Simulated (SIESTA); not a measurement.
PbO2 under changes of volume

One of the cells (13.151 Å³/atom); the others are scaled copies at fixed shape and fractional positions:

```xyz
3
Lattice="0.0000 2.7020 2.7020 2.7020 0.0000 2.7020 2.7020 2.7020 0.0000" Properties=species:S:1:pos:R:3 pbc="T T T"
Pb    0.0000    0.0000    0.0000
O     4.0530    4.0530    4.0530
O     1.3510    1.3510    1.3510
```

The cell comes from a database or a generator and needn't be the stable form of this composition.

- Program: SIESTA 5.4.2
- Functional: LDA
- Potentials or basis: PseudoDojo 0.4 standard (LDA files)
- Basis: DZP (energy shift 0.003 Ry; two zetas on semicore shells)
- Grid cutoff: 800 Ry
- Energy shift: 0.003 Ry
- k mesh: 9 × 9 × 9
- Occupations: fermi-dirac, width 0.05 eV
- Spin: no spin polarisation

```csv
volume (Å³/atom),energy over the lowest point (meV/atom),pressure (GPa)
12.362,2.78,3.6
12.625,0.00,-0.1
12.888,2.86,-3.3
13.151,10.69,-6.2
13.414,22.97,-8.6
13.677,?,?
13.940,58.42,-12.7
```

Q: What does the run at 13.677 Å³/atom give?

A: Energy over the lowest point 38.98 meV/atom; pressure -10.8 GPa.

Worked out: A Birch-Murnaghan fit of order 3 (a polynomial in V^(-2/3)) to the other rows has its minimum at 12.62 Å³/atom with B0 = V·E''(V) = 166 GPa and B' = 5.3. It gives 39.01 meV/atom at 13.677 Å³/atom, against the run's 38.98, and -dE/dV = -10.9 GPa, against -10.8.

Energies are extrapolated to zero smearing.

Caveats: the basis of atomic orbitals isn't converged, which shifts pressures, moduli and gaps.
